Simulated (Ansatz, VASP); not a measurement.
# TiO2 in two plane-wave programs

Wanted: the spread between two codes on one cell, functional and k mesh. The structure shown is the end of the Ansatz relaxation below.

Main program and level: Ansatz 0.2.0; plane waves, with VASP 6.6.1 beside it; single point at PBEsol.

## (1) Set-up

Symmetry: I4_1/amd, No. 141, tetragonal system. The conventional cell has a = 3.770 Å, b = 3.770 Å, c = 9.558 Å, α = 90.00°, β = 90.00°, γ = 90.00°. Nearest to Ti lie 6 O at 1.93 to 1.98 Å. O has 3 Ti at 1.93 to 1.98 Å nearest. Farther neighbours and most contacts between anions are not listed.

## (2) Ansatz: relaxation, PBEsol

Ansatz runs on its PAW soft_1 files.

This run makes the geometry at which the two programs are then compared.

File input.yaml:

```yaml
crystal:
  lattice:
    - [3.769562, 0.0, 0.0]
    - [0.0, 3.769562, 0.0]
    - [0.0, 0.0, 9.557693]
  atoms:
    - { symbol: Ti, position: [0.0, 0.0, 0.0] }
    - { symbol: Ti, position: [0.0, 0.5, 0.25] }
    - { symbol: Ti, position: [0.5, 0.5, 0.5] }
    - { symbol: Ti, position: [0.5, 0.0, 0.75] }
    - { symbol: O, position: [0.0, 0.0, 0.2074496] }
    - { symbol: O, position: [0.0, 0.5, 0.4574496] }
    - { symbol: O, position: [0.0, 0.5, 0.0425504] }
    - { symbol: O, position: [0.0, 0.0, 0.7925504] }
    - { symbol: O, position: [0.5, 0.5, 0.7074496] }
    - { symbol: O, position: [0.5, 1.0, 0.9574496] }
    - { symbol: O, position: [0.5, 0.0, 0.5425504] }
    - { symbol: O, position: [0.5, 0.5, 0.2925504] }
kpoints:
  mp_grid: { grid: [7, 7, 3] }
scf:
  occupations: { method: fermi_dirac, width: 0.02 }
hamiltonian:
  xc: pbesol
  pseudopotentials: { kind: paw, azcp: { folder: soft_1 }, xc_functional: pbe }
basis:
  ecutwfc: 600
output:
  forces: true
  stress: true
relax:
  f_tol: 0.005
  max_steps: 70
  cell: { stress_tol: 0.02, p_target: 0, fix: [c, alpha, beta, gamma] }
```

The run is started by

```
ansatz run input.yaml --threads 4 --pin off --max-ram 10240MiB --backend cpu --events-out ev --progress --plain --runs-dir out
```

Numbers of over 12 decimals in the logs are rounded to 6 here.

The log of the run:

```text
Engine: ansatz 0.2.0, aarch64-unknown-linux-gnu
Pseudopotentials: kind: paw
Pseudopotential: Ti, paw, valence charge 12, recommended cutoff 420 eV (normal), soft_1/Ti.paw.azcp
Pseudopotential: O, paw, valence charge 6, recommended cutoff 420 eV (normal), soft_1/O.paw.azcp
Functional definition: PBEsol
  exchange = pbesol_x
  correlation = pbesol_c
Crystal: 12 atoms, lattice volume = 135.811 Å³
Basis set: ecut = 600 eV, 4575 PW (Γ), exchange–correlation on 64×64×160 points (8 copies of the dense FFT grid, shifted against one another)
Bands: 60, of which v1, the nominal top of the filled ones, is band 48 counted from 1 (47 counted from 0)
Symmetry: 32 space group operations
Space group: I41/amd (ITA 141), of the structure as read, at distance tolerance 5.1e-5 Å
k-points: 20 of 147
Non-local potential: Ti, projectors of the file, l = 0: 3, l = 1: 2, l = 2: 3, l = 3: 1
Non-local potential: O, projectors of the file, l = 0: 2, l = 1: 2, l = 2: 1
PAW form: soft (Blöchl's): semilocal exchange-correlation on the pseudo side does not see the compensation charge
PAW frozen core: Ti, regenerated for the run's functional, and the local potential with it (the file was generated under x = pbe(κ = 0.804, μ = 0.219515), c = pbe(β = 0.066725))
PAW frozen core: O, regenerated for the run's functional, and the local potential with it (the file was generated under x = pbe(κ = 0.804, μ = 0.219515), c = pbe(β = 0.066725))
PAW one-centre angular grid: Ti, 590 points (default); XC on 64 Gauss nodes
PAW one-centre angular grid: O, 110 points (default); XC on 64 Gauss nodes
Initial density: superposition of atomic densities (chi_scale 0.1, normalization cell, long waves kept (reshape's long-wave potential 0.00 eV rms))
Initial wavefunctions: pseudopotential atomic-orbital guess
Functional: x = pbesol(κ = 0.804, μ = 0.123457), c = pbesol(β = 0.046)
SCF iter   1: F=—  HF=-14400.221268 eV  |F-HF|=—  |Δ(HF+E_count)|=         —  Δρ=5.45e-2  dr2=4.35e0  ethr=3.10e-3  ⟨swp⟩=5.5  Hψ=4077  notcnv=0
preconditioner: auto → Resta (q_TF=auto, 2.575 Å⁻¹)  ε∞=7.8  [insulator: Δε(μ)=2.207 eV  Ē_g=9.797 eV  σ=0.020 eV  W_gap=1.00  n_scr=38 (ndim 8)  ℏωp=25.5 eV  f_vac=0.000  D(μ)=0.00/eV (n_scr^D=0)  ε∞_Penn≈7.8]
SCF iter   2: F=—  HF=-14399.777333 eV  |F-HF|=—  |Δ(HF+E_count)|=   4.44e-1  Δρ=3.15e-2  dr2=1.51e0  ethr=3.10e-3  ⟨swp⟩=2.6  Hψ=2015  notcnv=0  defer=116
SCF iter   3: F=—  HF=-14399.525595 eV  |F-HF|=—  |Δ(HF+E_count)|=   2.52e-1  Δρ=6.48e-3  dr2=1.03e-1  ethr=1.58e-3  ⟨swp⟩=2.0  Hψ=1733  notcnv=0  defer=116
SCF iter   4: F=—  HF=-14399.533992 eV  |F-HF|=—  |Δ(HF+E_count)|=   8.40e-3  Δρ=2.56e-3  dr2=1.07e-2  ethr=1.08e-4  ⟨swp⟩=2.0  Hψ=1804  notcnv=0  defer=116
SCF iter   5: F=—  HF=-14399.541816 eV  |F-HF|=—  |Δ(HF+E_count)|=   7.82e-3  Δρ=5.33e-4  dr2=3.01e-4  ethr=1.12e-5  ⟨swp⟩=2.0  Hψ=1712  notcnv=0  defer=116
SCF iter   6: F=—  HF=-14399.542176 eV  |F-HF|=—  |Δ(HF+E_count)|=   3.60e-4  Δρ=1.24e-4  dr2=1.70e-5  ethr=3.13e-7  ⟨swp⟩=2.0  Hψ=1848  notcnv=0  defer=116
SCF iter   7: F=—  HF=-14399.542114 eV  |F-HF|=—  |Δ(HF+E_count)|=   6.26e-5  Δρ=2.65e-5  dr2=8.70e-7  ethr=1.77e-8  ⟨swp⟩=2.1  Hψ=1871  notcnv=0  defer=116
SCF iter   8: F=-14399.542116 eV  HF=-14399.542116 eV  |F-HF|=8.96e-8  |Δ(HF+E_count)|=   1.87e-6  Δρ=5.49e-6  dr2=4.53e-8  ethr=1.04e-10  ⟨swp⟩=4.6  Hψ=3895  notcnv=0
SCF 1 converged in 8 iterations: F = -14399.542116 eV  dr2 = 4.53e-8
  greatest PAW one-centre occupation: 0.998 electrons in one spin orbital (limit 2), on the Ti atom at site 3 (counted from 0), in its partial waves of l = 0
relax step   1: F+E_penalty+E_count = -14399.54211562 eV  Δ(F+E_penalty+E_count) = +0.000e0 eV  max|allowed force component| = 3.267e-4 eV/Å  Δτ_max = 0.0000 Å  P = -0.010 GPa  Ω = 135.811 Å³  fix = [c, alpha, beta, gamma]  reactions: c -0.018 GPa  (8 SCF iters, dr2 threshold 1.00e-7 eV, accepted)
Initial density: handed on by an earlier stage of this run
Initial wavefunctions: pseudopotential atomic-orbital guess (no wavefunctions were taken with the density)
iter 1 solved again at ethr=1.70e-8 eV; its pass at ethr=3.10e-3 eV (dr2=1.64e-5 eV) is discarded
SCF iter   1: F=—  HF=-14399.542215 eV  |F-HF|=—  |Δ(HF+E_count)|=         —  Δρ=6.01e-6  dr2=4.63e-8  ethr=1.70e-8  ⟨swp⟩=4.1  Hψ=8018  notcnv=0
preconditioner: auto → Resta (q_TF=auto, 2.575 Å⁻¹)  ε∞=7.9  [insulator: Δε(μ)=2.112 eV  Ē_g=9.671 eV  σ=0.020 eV  W_gap=1.00  n_scr=38 (ndim 8)  ℏωp=25.5 eV  f_vac=0.097  D(μ)=0.00/eV (n_scr^D=0)  ε∞_Penn≈7.9]
SCF iter   2: F=—  HF=-14399.542116 eV  |F-HF|=—  |Δ(HF+E_count)|=   9.91e-5  Δρ=4.12e-6  dr2=2.57e-8  ethr=4.82e-11  ⟨swp⟩=3.0  Hψ=2320  notcnv=0
SCF iter   3: F=—  HF=-14399.542116 eV  |F-HF|=—  |Δ(HF+E_count)|=   4.68e-8  Δρ=3.86e-6  dr2=1.94e-8  ethr=2.68e-11  ⟨swp⟩=2.0  Hψ=1783  notcnv=0
SCF iter   4: F=—  HF=-14399.542116 eV  |F-HF|=—  |Δ(HF+E_count)|=   4.98e-9  Δρ=1.33e-6  dr2=6.26e-10  ethr=2.03e-11  ⟨swp⟩=2.0  Hψ=1660  notcnv=0
SCF iter   5: F=—  HF=-14399.542116 eV  |F-HF|=—  |Δ(HF+E_count)|=  5.53e-10  Δρ=8.11e-7  dr2=2.72e-10  ethr=1.00e-12  ⟨swp⟩=2.0  Hψ=1608  notcnv=0
SCF iter   6: F=-14399.542116 eV  HF=-14399.542116 eV  |F-HF|=9.09e-12  |Δ(HF+E_count)|=  2.22e-10  Δρ=7.64e-8  dr2=4.18e-12  ethr=1.00e-12  ⟨swp⟩=5.0  Hψ=5739  notcnv=0
SCF 2 converged in 6 iterations: F = -14399.542116 eV  dr2 = 4.18e-12
relax step   2: F+E_penalty+E_count = -14399.54211563 eV  Δ(F+E_penalty+E_count) = -1.107e-8 eV  max|allowed force component| = 3.477e-4 eV/Å  Δτ_max = 0.0000 Å  P = -0.010 GPa  Ω = 135.811 Å³  fix = [c, alpha, beta, gamma]  reactions: c -0.018 GPa  stress off target by 5.99e-3 GPa on what of the cell is left free  SCF on the basis re-selected at this cell (its energy is not comparable with the rows above)  (6 SCF iters)
basis re-selected at this cell: Δ(F+E_penalty+E_count) = -1.107e-8 eV, ΔP = +0.000 GPa vs the last step (what re-selecting the basis moved, of the pressure what is left beyond the Pulay correction that the steps carried, after the strain that the cell walked since its last selection, with what the two solves' SCF thresholds leave and, on support functions, any second-order correction that the steps lacked; it is no m [...]
SCF converged after 6 iterations
Free energy (F): -14399.542116 eV
Harris-Foulkes:  -14399.542116 eV  (|F-HF|=9.09e-12)
Internal energy: -14399.542116 eV  (E = F + TS)
E sigma→0 (E₀):  -14399.542116 eV
Fermi energy:    8.251851 eV
--- Per-component energies (eV) ---
  E_band       = -918.521012
  E_kinetic    = 2460.326406
  E_local      = -7342.563231  (includes V_loc(G=0)·N_el)
  E_nonlocal   = 655.268059
  E_hartree    = 2821.255314
  E_xc         = -1028.985517
  E_vxc        = -1308.896959  (∫ρ·V_xc dr)
  E_paw        = -5315.027027  (= ΣΔE_a)
  E_vpaw       = -1025.167412  (= ΣTr[D̂ρ^β])
  E_aug_tail   = 0.001505  (compensation charges beyond the density's cutoff)
  E_ewald      = -6650.657466
  E_core_change = 0.839841  (= ΣΔE_core)
  E_smearing   = -0.000000  (= −TS)
  E_closure    = -0.000000  (closes the sum)
  Σ components = -14399.542116   (vs F -14399.542116, Δ=0.00e0)
--- Forces (eV/Å), atoms counted from 1 ---
  atom   1  Ti     0.00000000     0.00000000     0.00000000
  atom   2  Ti    -0.00000000    -0.00000000     0.00000000
  atom   3  Ti     0.00000000     0.00000000     0.00000000
  atom   4  Ti    -0.00000000    -0.00000000     0.00000000
  atom   5  O     -0.00000000    -0.00000000     0.00034766
  atom   6  O      0.00000000    -0.00000000     0.00034766
  atom   7  O     -0.00000000     0.00000000    -0.00034766
  atom   8  O     -0.00000000    -0.00000000    -0.00034766
  atom   9  O     -0.00000000    -0.00000000     0.00034766
  atom  10  O      0.00000000    -0.00000000     0.00034766
  atom  11  O     -0.00000000     0.00000000    -0.00034766
  atom  12  O     -0.00000000    -0.00000000    -0.00034766
  max |Σ_I F_I| component: 2.84e-16 eV/Å
--- Stress (GPa, compression-positive) ---
       -0.005990      -0.000000       0.000000
       -0.000000      -0.005990       0.000000
        0.000000       0.000000      -0.017932
  P = ⅓ Tr σ = -0.0100 GPa (-0.100 kbar)
--- Relaxed structure (1 steps of the walk, 1 accepted, 1 SCFs on fresh bases) ---
  F+E_penalty+E_count = -14399.54211563 eV   max|allowed force component| = 3.477e-4 eV/Å   (the final SCF, on the basis selected at the relaxed cell)
  cell:  # Å, volume = 135.8110 Å³
    - [3.769562, 0.0, 0.0]
    - [0.0, 3.769562, 0.0]
    - [0.0, 0.0, 9.557693]
  atoms:
    - { symbol: Ti, position: [0.0, 0.0, 0.0] }
    - { symbol: Ti, position: [0.0, 0.5, 0.25] }
    - { symbol: Ti, position: [0.5, 0.5, 0.5] }
    - { symbol: Ti, position: [0.5, 0.0, 0.75] }
    - { symbol: O, position: [0.0, 0.0, 0.2074496] }
    - { symbol: O, position: [0.0, 0.5, 0.4574496] }
    - { symbol: O, position: [0.0, 0.5, 0.0425504] }
    - { symbol: O, position: [0.0, 0.0, 0.792550] }
    - { symbol: O, position: [0.5, 0.5, 0.7074496] }
    - { symbol: O, position: [0.5, 1.0, 0.9574496] }
    - { symbol: O, position: [0.5, 0.0, 0.542550] }
    - { symbol: O, position: [0.5, 0.5, 0.2925504] }
```

Reading the cycles: dr2 is the Hartree energy of the density residual (eV), the measure of convergence; HF is the Harris–Foulkes estimate of the energy, which meets the free energy F at convergence.

## (3) VASP: single point, PBEsol, pair 1

The same cell, functional, mesh and smearing now go to VASP, with its own data sets.

Lines of VASP's logs that name or quote its potential files are left out, and so is its time.

File INCAR:

```
SYSTEM = TiO2
PREC = Accurate
ENCUT = 600
EDIFF = 1E-06
NELM = 120
ISMEAR = -1
SIGMA = 0.02
LREAL = .FALSE.
ALGO = Normal
GGA = PS
NBANDS = 60
LASPH = .TRUE.
LORBIT = 11
LWAVE = .FALSE.
LCHARG = .FALSE.
ISIF = 2
GGA_COMPAT = .FALSE.
EFERMI = MIDGAP
KPAR = 2
```

File POSCAR:

```
TiO2
1.0
    3.7695620000      0.0000000000      0.0000000000
    0.0000000000      3.7695620000      0.0000000000
    0.0000000000      0.0000000000      9.5576930000
Ti O
4 8
Direct
    0.0000000000      0.0000000000      0.0000000000
    0.0000000000      0.5000000000      0.2500000000
    0.5000000000      0.5000000000      0.5000000000
    0.5000000000      0.0000000000      0.7500000000
    0.0000000000      0.0000000000      0.2074496000
    0.0000000000      0.5000000000      0.4574496000
    0.0000000000      0.5000000000      0.0425504000
    0.0000000000      0.0000000000      0.7925504000
    0.5000000000      0.5000000000      0.7074496000
    0.5000000000      0.0000000000      0.9574496000
    0.5000000000      0.0000000000      0.5425504000
    0.5000000000      0.5000000000      0.2925504000
```

File KPOINTS:

```
Automatic mesh
0
Gamma
7 7 3
0 0 0
```

Potentials, in the order of the species: Ti_sv and O (PBE family, release 64).

The run is started by

```
mpirun -np 2 vasp_std
```

The log of the run:

```text
[banner, memory and clock lines left out]
running    2 mpi-ranks, on    1 nodes
 distrk:  each k-point on    1 cores,    2 groups
 distr:  one band on    1 cores,    1 groups

 POSCAR found type information on POSCAR TiO
 POSCAR found :  2 types and      12 ions
|                                                                             |
|               ----> ADVICE to this user running VASP <----                  |
|                                                                             |
|     You enforced a specific xc type in the INCAR file but a different       |
|     [... a line on the potential file left out ...]
|     I HOPE YOU KNOW WHAT YOU ARE DOING!                                     |
|                                                                             |

 LDA part: xc-table for (Slater+PW92), standard interpolation
 POSCAR, INCAR and KPOINTS ok, starting setup
 FFT: planning ... GRIDC
 FFT: planning ... GRID_SOFT
 FFT: planning ... GRID
 WAVECAR not read
 entering main loop
       N       E                     dE             d eps       ncg     rms          rms(c)
DAV:   1     0.159342287481E+04    0.15934E+04   -0.51624E+04  2400   0.206E+03
DAV:   2     0.192106628414E+03   -0.14013E+04   -0.13324E+04  2404   0.617E+02
DAV:   3    -0.120677827520E+03   -0.31278E+03   -0.30157E+03  3076   0.250E+02
DAV:   4    -0.143697141665E+03   -0.23019E+02   -0.22950E+02  3568   0.745E+01
DAV:   5    -0.144923308238E+03   -0.12262E+01   -0.12255E+01  3704   0.137E+01    0.457E+01
DAV:   6    -0.113246893277E+03    0.31676E+02   -0.19416E+02  3468   0.969E+01    0.171E+01
DAV:   7    -0.112799373741E+03    0.44752E+00   -0.29397E+01  3352   0.308E+01    0.118E+01
DAV:   8    -0.113116979429E+03   -0.31761E+00   -0.90925E+00  3072   0.218E+01    0.782E+00
DAV:   9    -0.112446140152E+03    0.67084E+00   -0.43279E+00  3080   0.145E+01    0.162E+00
DAV:  10    -0.112460127700E+03   -0.13988E-01   -0.30410E-01  2940   0.305E+00    0.716E-01
DAV:  11    -0.112451657204E+03    0.84705E-02   -0.44489E-02  2748   0.106E+00    0.155E-01
DAV:  12    -0.112451956883E+03   -0.29968E-03   -0.22818E-03  3084   0.304E-01    0.102E-01
DAV:  13    -0.112451952561E+03    0.43217E-05   -0.95362E-04  3108   0.146E-01    0.604E-02
DAV:  14    -0.112451897345E+03    0.55215E-04   -0.31336E-04  3264   0.109E-01    0.120E-02
DAV:  15    -0.112451902303E+03   -0.49580E-05   -0.20178E-05  3036   0.216E-02    0.128E-02
DAV:  16    -0.112451900665E+03    0.16382E-05   -0.48234E-06  2248   0.146E-02    0.313E-03
DAV:  17    -0.112451900554E+03    0.11148E-06   -0.29634E-07  1224   0.352E-03
   1 F= -.11245190E+03 E0= -.11245190E+03  d E =0.000000E+00
```

Parts of OUTCAR (step 3):

```text
ion  position               nearest neighbor table
   1  0.000  0.000  0.000-   7 1.93  10 1.93   7 1.93  10 1.93   8 1.98   5 1.98
   2  0.000  0.500  0.250-   5 1.93  12 1.93   5 1.93  12 1.93   7 1.98   6 1.98
   3  0.500  0.500  0.500-   6 1.93  11 1.93  11 1.93   6 1.93   9 1.98  12 1.98
   4  0.500  0.000  0.750-   8 1.93   9 1.93   9 1.93   8 1.93  10 1.98  11 1.98
   5  0.000  0.000  0.207-   2 1.93   2 1.93   1 1.98
   6  0.000  0.500  0.457-   3 1.93   3 1.93   2 1.98
   7  0.000  0.500  0.043-   1 1.93   1 1.93   2 1.98
   8  0.000  0.000  0.793-   4 1.93   4 1.93   1 1.98
   9  0.500  0.500  0.707-   4 1.93   4 1.93   3 1.98
  10  0.500  0.000  0.957-   1 1.93   1 1.93   4 1.98
  11  0.500  0.000  0.543-   3 1.93   3 1.93   4 1.98
  12  0.500  0.500  0.293-   2 1.93   2 1.93   3 1.98

  LATTYP: Found a simple tetragonal cell.
 ALAT       =     3.7695620000
 C/A-ratio  =     2.5354916566

 Subroutine GETGRP returns: Found 16 space group operations
 (whereof  8 operations were pure point group operations)

The static configuration has the point symmetry D_2d.
 The point group associated with its full space group is D_4h.

 Found     20 irreducible k-points:

   k-points           NKPTS =     20   k-points in BZ     NKDIM =     20   number of bands    NBANDS=     60

   dimension x,y,z NGX =    30 NGY =   30 NGZ =   80
   dimension x,y,z NGXF=    60 NGYF=   60 NGZF=  160

   ENCUT  =  600.0 eV  44.10 Ry    6.64 a.u.   7.53  7.53 19.09*2*pi/ulx,y,z

   NELECT =      96.0000    total number of electrons

 k-points in reciprocal lattice and weights: Automatic mesh
   0.00000000  0.00000000  0.00000000       0.007
   0.14285714  0.00000000  0.00000000       0.027
   0.28571429  0.00000000  0.00000000       0.027
   0.42857143  0.00000000  0.00000000       0.027
   0.14285714  0.14285714  0.00000000       0.027
   0.28571429  0.14285714  0.00000000       0.054
   0.42857143  0.14285714  0.00000000       0.054
   0.28571429  0.28571429  0.00000000       0.027
   0.42857143  0.28571429  0.00000000       0.054
[...]
0.42857143  0.28571429  0.33333333       0.109
   0.42857143  0.42857143  0.33333333       0.054

 average (electrostatic) potential at core
       1 -76.8651       2 -76.8651       3 -76.8651       4 -76.8651       5 -70.2706
       6 -70.2706       7 -70.2706       8 -70.2706       9 -70.2706      10 -70.2706
      11 -70.2706      12 -70.2706

 E-fermi :   4.3565

 k-point     1 :       0.0000    0.0000    0.0000
  band No.  band energies     occupation
    ...
     44       2.5297      2.00000
     45       2.8386      2.00000
     46       2.8386      2.00000
     47       3.1991      2.00000
     48       3.1991      2.00000
     49       5.3992      0.00000
     50       5.7595      0.00000
     51       5.7595      0.00000
     52       6.1469      0.00000
     53       7.1055      0.00000
    ...

 k-point     2 :       0.1429    0.0000    0.0000
  band No.  band energies     occupation
    ...
     44       2.5031      2.00000
     45       2.5117      2.00000
     46       2.8726      2.00000
     47       2.9051      2.00000
     48       2.9375      2.00000
     49       5.8556      0.00000
     50       5.8940      0.00000
     51       6.1741      0.00000
     52       6.2307      0.00000
     53       6.8753      0.00000
    ...

 k-point     3 :       0.2857    0.0000    0.0000
  band No.  band energies     occupation
    ...
     44       2.4806      2.00000
     45       2.5480      2.00000
     46       2.6122      2.00000
     47       2.6686      2.00000
     48       2.7608      2.00000
     49       6.2087      0.00000
     50       6.4195      0.00000
     51       6.6284      0.00000
     52       6.6448      0.00000
     53       6.6783      0.00000
    ...

  Total        0.3372791      0.3372791      0.3846793      0.0000000      0.0000000     -0.0000000
  in kB        3.9789200      3.9789200      4.5381048      0.0000000      0.0000000     -0.0000000
  external PRESSURE =       4.1653149 kB  Pullay stress =       0.0000000 kB

  energy-cutoff  :      600.00
  volume of cell :      135.81
      direct lattice vectors                 reciprocal lattice vectors
     3.769562000  0.000000000  0.000000000     0.265282810  0.000000000  0.000000000
     0.000000000  3.769562000  0.000000000     0.000000000  0.265282810  0.000000000
     0.000000000  0.000000000  9.557693000     0.000000000  0.000000000  0.104627759

 POSITION                                       TOTAL-FORCE (eV/Angst)
 -----------------------------------------------------------------------------------
      0.00000      0.00000      0.00000        -0.000000      0.000000     -0.000000
      0.00000      1.88478      2.38942         0.000000     -0.000000     -0.000000
      1.88478      1.88478      4.77885         0.000000      0.000000     -0.000000
      1.88478      0.00000      7.16827        -0.000000     -0.000000     -0.000000
      0.00000      0.00000      1.98274        -0.000000      0.000000      0.018550
      0.00000      1.88478      4.37216         0.000000      0.000000      0.018550
      0.00000      1.88478      0.40668         0.000000     -0.000000     -0.018550
      0.00000      0.00000      7.57495         0.000000     -0.000000     -0.018550
      1.88478      1.88478      6.76159        -0.000000     -0.000000      0.018550
      1.88478      0.00000      9.15101         0.000000     -0.000000      0.018550
      1.88478      0.00000      5.18553         0.000000      0.000000     -0.018550
      1.88478      1.88478      2.79611        -0.000000      0.000000     -0.018550
 -----------------------------------------------------------------------------------
    total drift:                                0.000000      0.000000      0.000000

  FREE ENERGIE OF THE ION-ELECTRON SYSTEM (eV)
  ---------------------------------------------------
  free  energy   TOTEN  =      -112.4519005538 eV

  energy  without entropy=     -112.4519005538  energy(sigma->0) =     -112.45190055

 total charge
# of ion       s       p       d       tot
------------------------------------------
    1        2.230   6.309   1.772  10.311
    2        2.230   6.309   1.772  10.311
    3        2.230   6.309   1.772  10.311
    4        2.230   6.309   1.772  10.311
    5        1.564   3.492   0.000   5.056
    6        1.564   3.492   0.000   5.056
    7        1.564   3.492   0.000   5.056
    8        1.564   3.492   0.000   5.056
    9        1.564   3.492   0.000   5.056
   10        1.564   3.492   0.000   5.056
   11        1.564   3.492   0.000   5.056
   12        1.564   3.492   0.000   5.056
--------------------------------------------------
tot         21.430  53.172   7.089  81.691

[... 3 further parts left out ...]
```

This run has no spin polarisation, so a moment on Ti, if there is one, isn't seen.

[end of part 1 of 2]

[Lines on the potential files, build, host, timing and source positions are cut from VASP's logs without a mark.]

[Logs are printed without paths, hosts, clocks, repeated set-up lines and the standing remarks that a program may print on its own settings, such as how far it seeks lower states.]

[Hosts, paths, dates, database ids (printed as entryN), source tags and the programs' standing remarks are cut or masked in the printed files.]
